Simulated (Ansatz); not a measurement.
# HCl: how the settings move a single-point run

Question: which choices in the input matter for HCl?

Method: reference: DFT, PBEsol, plane waves, PAW, in Ansatz 0.2.0.

3 further runs of the same task are left out: 3 that didn't finish.

### Step 1. The starting structure

Symmetry: I4/mmm, No. 139, tetragonal system. Conventional cell: a = 4.820 Å, b = 4.820 Å, c = 3.061 Å, α = 90.00°, β = 90.00°, γ = 90.00°. H (site symmetry 4/mmm) is surrounded by 2 Cl at 1.53 Å. Cl (site symmetry 4/mmm) has 2 H at 1.53 Å as nearest neighbours.

Structure file:

```cif
data_structure
_symmetry_space_group_name_H-M 'P 1'
_symmetry_Int_Tables_number 1
_cell_length_a 4.8200
_cell_length_b 3.7362
_cell_length_c 3.7360
_cell_angle_alpha 80.340
_cell_angle_beta 49.831
_cell_angle_gamma 49.829
_cell_volume 35.56
loop_
_atom_site_label
_atom_site_type_symbol
_atom_site_fract_x
_atom_site_fract_y
_atom_site_fract_z
_atom_site_occupancy
H1 H 0.00000 0.00000 0.00000 1
Cl1 Cl 0.50000 0.50000 0.50000 1
```

### Step 2. The reference run

Input file input.yaml:

```yaml
crystal:
  lattice:
    - [0.0, 3.4081898358, 3.4083410983]
    - [1.5304107753, 0.0, 3.4083410983]
    - [1.5304107753, 3.4081898358, 0.0]
  atoms:
    - { symbol: H, position: [0.0, 0.0, 0.0] }
    - { symbol: Cl, position: [0.5, 0.5, 0.5] }
kpoints:
  mp_grid: { grid: [6, 6, 6] }
hamiltonian:
  xc: pbesol
scf:
  occupations: { method: fixed }
  n_extra_bands: 4
output:
  forces: true
  stress: true
  eigenvalues: true
```

Run with:

```
$ ansatz run input.yaml --threads 4 --pin off --max-ram 3686MiB --backend cpu --events-out ev --progress --plain --runs-dir out
```

### Step 3. Changing settings: occupations.method cold, occupations.width 0.5

Changes to input.yaml since step 2:

```diff
@@ -13,3 +13,3 @@
 scf:
-  occupations: { method: fixed }
+  occupations: { method: cold, width: 0.5 }
   n_extra_bands: 4
```

### Step 4. Variant: preconditioner none

Changes to input.yaml since step 2:

```diff
@@ -15,2 +15,3 @@
   n_extra_bands: 4
+  mixing: { preconditioner: none }
 output:
```

### Step 5. Changing settings: occupations.method tetrahedron

Changes to input.yaml since step 2:

```diff
@@ -13,3 +13,3 @@
 scf:
-  occupations: { method: fixed }
+  occupations: { method: tetrahedron }
   n_extra_bands: 4
```

### Step 6. Variant: occupations.method methfessel_paxton, occupations.width 0.001

Changes to input.yaml since step 2:

```diff
@@ -13,3 +13,3 @@
 scf:
-  occupations: { method: fixed }
+  occupations: { method: methfessel_paxton, width: 0.001 }
   n_extra_bands: 4
```

### Step 7. Variant: xc mr2scan

Changes to input.yaml since step 2:

```diff
@@ -11,3 +11,3 @@
 hamiltonian:
-  xc: pbesol
+  xc: mr2scan
 scf:
```

### Step 8. Changing settings: xc lda

Changes to input.yaml since step 2:

```diff
@@ -11,3 +11,3 @@
 hamiltonian:
-  xc: pbesol
+  xc: lda
 scf:
```

Q: Predict the outcome of this session. Wanted: for each run, ending; energy change; pressure; gap; force.

**Answer**, as computed:

```
                                                             run     ending       energy change  pressure (GPa)  gap (eV)  force (eV/Å)  cycles    time
                                                       reference  converged                   0             0.8      2.56          0.00       6  0.48 s
               1: occupations.method cold, occupations.width 0.5  converged  0.0 meV/atom (σ→0)             0.8      2.56          0.00       7  0.72 s
                                          2: preconditioner none  converged        0.0 meV/atom             0.8      2.56          0.00       6   1.1 s
                               3: occupations.method tetrahedron  converged  0.0 meV/atom (σ→0)             0.8      2.56          0.00       5  0.77 s
4: occupations.method methfessel_paxton, occupations.width 0.001  converged  0.0 meV/atom (σ→0)             0.8      2.56          0.00       5   0.8 s
                                                   5: xc mr2scan  converged      not comparable             0.6      2.94          0.00       6     2 s
                                                       6: xc lda  converged      not comparable            -0.3      2.60          0.00       6  0.47 s
```

Residual by cycle in the longest SCF loop of each run; runs are numbered as in the table. The quantity is the density residual dr2, in eV.

```
cycle  reference    run 1    run 2    run 3    run 4    run 5    run 6
    1     0.0135   0.0134   0.0135   0.0134   0.0134   0.0143   0.0235
    2    0.00229  0.00231  0.00229  0.00232  0.00232  0.00284  0.00379
    3     8.8e-5   8.7e-5   8.8e-5   8.6e-5   8.6e-5   1.1e-4   1.8e-4
    4     1.2e-6   1.1e-6   1.2e-6   1.0e-6   1.0e-6   1.7e-6   1.7e-6
    5     7.5e-8   7.7e-8   7.5e-8   7.9e-8   7.9e-8   6.6e-8   8.6e-8
    6     4.4e-9   2.4e-8   4.4e-9        -        -   2.1e-9  3.5e-10
    7          -   7.4e-9        -        -        -        -        -
```

Of the converged runs whose energies compare with the reference's, none moves it noticeably. Of the variants the dearest is «xc mr2scan» (2 s), the cheapest «xc lda» (0.47 s), on a shared host.
